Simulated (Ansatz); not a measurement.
Input and command of a plane-wave DFT calculation in Ansatz:

```yaml
crystal:
  lattice:
    - [2.9929521579, -3.2399381819, 0.0]
    - [2.9929521579, 3.2399381819, 0.0]
    - [0.0, 0.0, 5.5188293903]
  atoms:
    - { symbol: In, position: [0.3607350901, 0.6392649099, 0.25] }
    - { symbol: In, position: [0.6392649099, 0.3607350901, 0.75] }
    - { symbol: Sb, position: [0.8367947936, 0.1632052064, 0.25] }
    - { symbol: Sb, position: [0.1632052064, 0.8367947936, 0.75] }
basis:
  ecutwfc: 420
kpoints:
  mp_grid: { grid: [10, 10, 8] }
hamiltonian:
  xc: pbe
scf:
  occupations: { method: gaussian, width: 0.1 }
output:
  forces: true
  stress: true
  eigenvalues: true
relax:
  adjacent_minimum: "off"
  f_tol: 0.01
  max_steps: 30
  cell: { stress_tol: 0.1, fix: [volume] }
```

```bash
ansatz run input.yaml --threads 1 --pin off --max-ram 2560MiB --backend cpu --events-out ev --progress --plain --runs-dir out
```

Processor: Arm Neoverse V1, 1 thread, on a host shared with other jobs.

Q: How long does it run, and how much memory does it take?

A: About 2.4 min on 1 thread of Arm Neoverse V1, on a shared host, peak memory 0.67 GiB. It solves 34 bands at 155 k points (the mesh reduced by the symmetry that the task leaves, which can be less than the crystal's) with about 2091 plane waves, in 21 SCF iterations over 4 ionic steps.
